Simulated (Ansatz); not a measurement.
**HfN: band structure with PBEsol+U**

Crystal: HfN.

```
Hf N
1.0
     0.00000    2.45482    2.45482
     2.45482    0.00000    2.45482
     2.45482    2.45482    0.00000
Hf N
1 1
Cartesian
  0.0000 0.0000 0.0000
  1.2274 1.2274 1.2274
```

The cell comes from a database or a generator and needn't be the stable form of this composition.

```json
{
  "Program": "Ansatz 0.2.0",
  "Task": "band structure",
  "Functional": "PBEsol",
  "Potentials or basis": "Ansatz PAW",
  "Cutoff": "420 eV (not typed: the program's choice for these potentials)",
  "k mesh": "9 × 9 × 9",
  "Occupations": "fermi-dirac, width 0.05 eV",
  "Spin": "no spin polarisation",
  "Hubbard terms": "Hf d U = 1 eV",
  "Path": "[[\"G\", \"X\", \"W\", \"K\", \"G\", \"L\", \"U\", \"W\", \"L\", \"K\"], [\"U\", \"X\"]]",
  "Points for each segment of the path": "14",
  "Hubbard projectors": "ortho-atomic (the default)",
  "Double counting": "fll (the default)"
}
```

The pressure is -3.7 GPa. The band gap on the k mesh is none (metal or under the smearing width).

Levels at the corners of the path, in eV from the Fermi level:
```csv
point,band 13,band 14,band 15,band 16,band 17,band 18,band 19,band 20
Γ,-5.46,-5.46,-5.46,-0.78,2.37,2.37,6.57,6.57
X,-6.87,-3.64,-3.64,-1.17,2.23,4.16,4.63,4.63
W,-5.62,-5.12,-3.61,-1.29,1.45,3.72,4.97,6.54
K,-6.17,-4.28,-4.00,-1.14,2.23,2.75,5.76,5.83
Γ,-5.46,-5.46,-5.46,-0.78,2.37,2.37,6.57,6.57
L,-5.81,-4.86,-4.86,1.53,2.84,2.84,4.08,5.23
U,-6.17,-4.28,-4.00,-1.14,2.23,2.75,5.76,5.83
W,-5.62,-5.12,-3.61,-1.29,1.45,3.72,4.97,6.54
L,-5.81,-4.86,-4.86,1.53,2.84,2.84,4.08,5.23
K,-6.17,-4.28,-4.00,-1.14,2.23,2.75,5.76,5.83
U,-6.17,-4.28,-4.00,-1.14,2.23,2.75,5.76,5.83
X,-6.87,-3.64,-3.64,-1.17,2.23,4.16,4.63,4.63
```

Eigenvalues of the final occupation matrices:
```
  site  spin  trace               eigenvalues
site 1     1   1.37  0.17 0.17 0.34 0.34 0.34
```

Wall time 4.1 s on 2 threads of Arm Neoverse V2, with other jobs on the host, peak memory 0.33 GiB.

Caveat: the pressure holds a Pulay correction of +0.4 GPa for the finite cutoff; spin-orbit coupling is left out, which moves the levels of the heavy elements; U without spin polarisation on a metal has little footing; the PAW data sets come from PBE, with cores solved anew for the run's functional, which leaves a small shift of forces and pressure.
